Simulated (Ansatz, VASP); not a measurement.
# Cross-check of Al6In2Ga2As4O9 (amorphous Al2O3 against InGaAs(110), +0 O) between VASP and Ansatz, part 2 of 2

Aim: how closely do two programs agree when they are given the same cell, functional and k mesh? Of the first pair: The structure shown is the start of the Ansatz relaxation below; VASP solves that cell, so the two are compared at the walk's first step.

VASP 6.6.1 and Ansatz 0.2.0.

So far. Step 3 (VASP: single point, PBE, start cell, pair 1): The run ends at a pressure of -0.86 GPa, with forces up to 1.4 eV/Å.

### 5. Ansatz: relaxation, PBE

Level of this step: Ansatz beside VASP: Kohn-Sham DFT, plane waves, PBE (Ansatz).

This run makes the geometry at which the two programs are then compared.

The structure compared here is the end of the Ansatz relaxation.

Input file input.yaml:

```yaml
crystal:
  lattice:
    - [11.9, 0.0, 0.0]
    - [0.0, 8.41457, 0.0]
    - [0.0, 0.0, 19.44367]
  atoms:
    - { symbol: In, position: [0.99926, 0.98616, 0.3824] }
    - { symbol: As, position: [0.11734, 0.02971, 0.05705] }
    - { symbol: Ga, position: [0.25036, 0.78011, 0.0515] }
    - { symbol: As, position: [0.39109, 0.76002, 0.152] }
    - { symbol: In, position: [0.26913, 0.27099, 0.06105] }
    - { symbol: As, position: [0.40541, 0.25613, 0.16477] }
    - { symbol: In, position: [0.99538, 0.00465, 0.16749] }
    - { symbol: As, position: [0.13196, 0.99688, 0.27317] }
    - { symbol: Ga, position: [0.00396, 0.50693, 0.15444] }
    - { symbol: As, position: [0.1237, 0.50183, 0.26285] }
    - { symbol: In, position: [0.25815, 0.25198, 0.26558] }
    - { symbol: As, position: [0.38333, 0.22957, 0.37513] }
    - { symbol: In, position: [0.26324, 0.74664, 0.26485] }
    - { symbol: As, position: [0.38628, 0.75277, 0.37833] }
    - { symbol: Ga, position: [0.00969, 0.49818, 0.37137] }
    - { symbol: As, position: [0.1355, 0.52573, 0.0556] }
    - { symbol: As, position: [0.0916, 0.99338, 0.50485] }
    - { symbol: In, position: [0.24894, 0.7338, 0.49254] }
    - { symbol: In, position: [0.2181, 0.24754, 0.46979] }
    - { symbol: As, position: [0.09464, 0.50013, 0.48771] }
    - { symbol: Ga, position: [0.51017, 0.99236, 0.36921] }
    - { symbol: As, position: [0.62944, 0.01126, 0.05622] }
    - { symbol: Ga, position: [0.74529, 0.76377, 0.05692] }
    - { symbol: As, position: [0.87263, 0.74221, 0.15922] }
    - { symbol: Ga, position: [0.74646, 0.25445, 0.05219] }
    - { symbol: As, position: [0.8741, 0.27003, 0.15672] }
    - { symbol: Ga, position: [0.51911, 0.0028, 0.16091] }
    - { symbol: As, position: [0.63956, 0.99787, 0.26641] }
    - { symbol: Ga, position: [0.51402, 0.51117, 0.15749] }
    - { symbol: As, position: [0.63762, 0.50195, 0.26152] }
[... 79 atom lines left out ...]
    - { symbol: O, position: [0.03437, 0.27268, 0.90366] }
    - { symbol: O, position: [0.60975, 0.25102, 0.91284] }
    - { symbol: O, position: [0.50252, 0.99358, 0.82123] }
    - { symbol: O, position: [0.19436, 0.03331, 0.6559] }
    - { symbol: O, position: [0.86712, 0.4234, 0.79812] }
    - { symbol: O, position: [0.7421, 0.05322, 0.72993] }
kpoints:
  mp_grid: { grid: [1, 1, 1] }
hamiltonian:
  xc: pbe
scf:
  occupations: { method: fermi_dirac, width: 0.025 }
output:
  forces: true
relax:
  f_tol: 0.08
  max_steps: 90
  cell: { fix: [a, b, alpha, beta, gamma] }
```

On the command line:

```
$ ansatz run input.yaml --threads 4 --pin off --max-ram 15872MiB --backend cpu --events-out ev --progress --plain --runs-dir out
```

Numbers of over 12 decimals in the logs are rounded to 6 here.

Output:

```text
[...]
Crystal: 115 atoms, lattice volume = 1946.960 Å³
Basis set: ecut = 420 eV, 37995 PW (Γ), exchange–correlation on 160×120×270 points (8 copies of the dense FFT grid, shifted against one another)
Bands: 575, of which v1, the nominal top of the filled ones, is band 460 counted from 1 (459 counted from 0)
Symmetry: 1 space group operations
[...]
k-points: 1
[...]
- { symbol: O, position: [0.948488, 0.553909, 0.925135] }
    - { symbol: O, position: [0.836735, 0.272329, 0.964323] }
    - { symbol: O, position: [0.379852, 0.490526, 0.760750] }
    - { symbol: O, position: [0.197602, 0.061053, 0.910859] }
    - { symbol: O, position: [0.628186, 0.589109, 0.764985] }
    - { symbol: O, position: [0.742415, 0.401812, 0.660194] }
    - { symbol: O, position: [-0.000748738, 0.877384, 0.668063] }
[...]
- { symbol: O, position: [0.502768, 0.981519, 0.823683] }
    - { symbol: O, position: [0.194594, 0.023517, 0.654473] }
    - { symbol: O, position: [0.866766, 0.422675, 0.798523] }
    - { symbol: O, position: [0.742944, 0.041093, 0.727833] }
```

### 6. VASP: single point, PBE, relaxed cell, pair 2

The same cell, functional, mesh and smearing now go to VASP, with its own data sets.

Input file INCAR:

```
SYSTEM = Al6In2Ga2As4O9
PREC = Accurate
ENCUT = 600
EDIFF = 1E-06
NELM = 120
ISMEAR = -1
SIGMA = 0.025
LREAL = Auto
ALGO = Normal
GGA = PE
NBANDS = 448
LORBIT = 11
LWAVE = .FALSE.
LCHARG = .FALSE.
ISIF = 2
LASPH = .TRUE.
GGA_COMPAT = .FALSE.
EFERMI = MIDGAP
NCORE = 4
```

Input file POSCAR:

```
Al6In2Ga2As4O9
1.0
   11.9000000000      0.0000000000      0.0000000000
    0.0000000000      8.4145700000      0.0000000000
    0.0000000000      0.0000000000     19.4607540000
In As Ga Al O
10 20 10 30 45
Direct
    0.0024800000      0.0043700000      0.3891700000
    0.2673900000      0.2709200000      0.0638700000
    0.0042400000      0.0149000000      0.1665400000
    0.2628900000      0.2559500000      0.2641700000
    0.2721000000      0.7546300000      0.2649400000
    0.2407900000      0.7287700000      0.4900600000
    0.2285800000      0.2437000000      0.4683800000
    0.5205800000      0.4936900000      0.3802800000
    0.7475800000      0.7078700000      0.4856900000
    0.7862700000      0.2601400000      0.4848400000
    0.1137100000      0.0344100000      0.0520500000
    0.3944800000      0.7667500000      0.1500400000
    0.4119200000      0.2552000000      0.1639000000
    0.1291300000      0.0009800000      0.2772800000
    0.1237000000      0.5082900000      0.2594900000
    0.3888300000      0.2307400000      0.3754300000
    0.3877700000      0.7568200000      0.3831600000
    0.1392700000      0.5266600000      0.0511400000
    0.1013800000      0.9977600000      0.5149600000
    0.0922000000      0.4860400000      0.4847000000
    0.6225100000      0.0126000000      0.0455600000
    0.8756200000      0.7462100000      0.1603400000
    0.8700300000      0.2716700000      0.1474600000
    0.6411300000      0.0027900000      0.2647000000
    0.6355500000      0.5073500000      0.2635100000
    0.8814300000      0.2681800000      0.3610900000
    0.8773700000      0.7393700000      0.3731100000
    0.6195400000      0.5094200000      0.0462300000
    0.6474800000      0.0032100000      0.4665200000
    0.6069600000      0.4678700000      0.5020300000
[... 79 atom lines left out ...]
    0.0338500000      0.2749600000      0.9016300000
    0.6000300000      0.2491000000      0.9151000000
    0.5027700000      0.9815200000      0.8236800000
    0.1945900000      0.0235200000      0.6544700000
    0.8667700000      0.4226800000      0.7985200000
    0.7429400000      0.0410900000      0.7278300000
```

Input file KPOINTS:

```
Automatic mesh
0
Gamma
1 1 1
0 0 0
```

The projector-augmented-wave data sets are In_d, As, Ga_d, Al and O (PBE family, release 64).

On the command line:

```
$ mpirun -np 16 vasp_gam
```

Output:

```text
[... set-up lines as in an earlier step ...]
 entering main loop
       N       E                     dE             d eps       ncg     rms          rms(c)
DAV:   1     0.146184913662E+05    0.14618E+05   -0.31772E+05   896   0.226E+03
DAV:   2     0.346532986153E+04   -0.11153E+05   -0.10575E+05   904   0.662E+02
DAV:   3    -0.134241478323E+03   -0.35996E+04   -0.33382E+04  1120   0.299E+02
DAV:   4    -0.742393469438E+03   -0.60815E+03   -0.58817E+03  1304   0.127E+02
[...]
DAV:  21    -0.689732251667E+03    0.66785E-05   -0.25888E-05  1264   0.165E-02    0.148E-02
DAV:  22    -0.689732251468E+03    0.19882E-06   -0.23431E-05  1072   0.967E-03    0.961E-03
DAV:  23    -0.689732250806E+03    0.66236E-06   -0.39566E-06   824   0.619E-03
   1 F= -.68973225E+03 E0= -.68971773E+03  d E =-.290439E-01
```

Parts of OUTCAR (step 6):

```text
  FREE ENERGIE OF THE ION-ELECTRON SYSTEM (eV)
  ---------------------------------------------------
  free  energy   TOTEN  =      -689.7322508058 eV

  energy  without entropy=     -689.7032068792  energy(sigma->0) =     -689.71772884

[... 1 part as in an earlier step ...]
```

The run ends at a pressure of -1.26 GPa, with forces up to 0.082 eV/Å.

### 7. Comparison

What differs besides the data sets and the points named for the pairs above, as far as they apply: the data sets hold 920 valence electrons in Ansatz (on its default PAW (the set named soft_2) files) and 720 in VASP; the cutoff is 420 eV in Ansatz and 600 eV in VASP (PREC = Accurate, projectors in real space). Total energies have different zeros and are not compared.

The two programs side by side:

| quantity | Ansatz | VASP | difference |
| --- | --- | --- | --- |
| pressure (GPa) | -1.19 | -1.26 | +0.07 |
| gap on the k mesh (eV) | 0.120 | 0.119 | +0.001 |

At this near-relaxed geometry the largest component of a force difference is 36 meV/Å. A gap on the mesh is an upper bound, since the band edges may lie between its points.

### 8. What came out

| Property | Result |
| --- | --- |
| r.m.s. force difference (single point, PBE, start cell, pair 1) | 4.2 % of the r.m.s. force |
| difference in gap on the k mesh (single point, PBE, relaxed cell, pair 2) | 8.3e-4 eV |
| r.m.s. force difference (single point, PBE, relaxed cell, pair 2) | 10 meV/Å |

In words: The r.m.s. force difference is 4.2 % of the r.m.s. force (single point, PBE, start cell, pair 1), beyond the 3 % picked in this series as the mark of a large difference. The data sets hold unlike numbers of valence electrons (920 in Ansatz and 720 in VASP), so part of the differences comes from the potentials. Such differences can come from data sets, numerical settings and the points named under the comparisons, not from the functional's error against experiment.

[Lines on the potential files, build, host, timing and source positions are cut from VASP's logs without a mark.]

[Logs are printed without paths, hosts, clocks, repeated set-up lines and the standing remarks that a program may print on its own settings, such as how far it seeks lower states.]

[Hosts, paths, dates, database ids (printed as entryN), source tags and the programs' standing remarks are cut or masked in the printed files.]
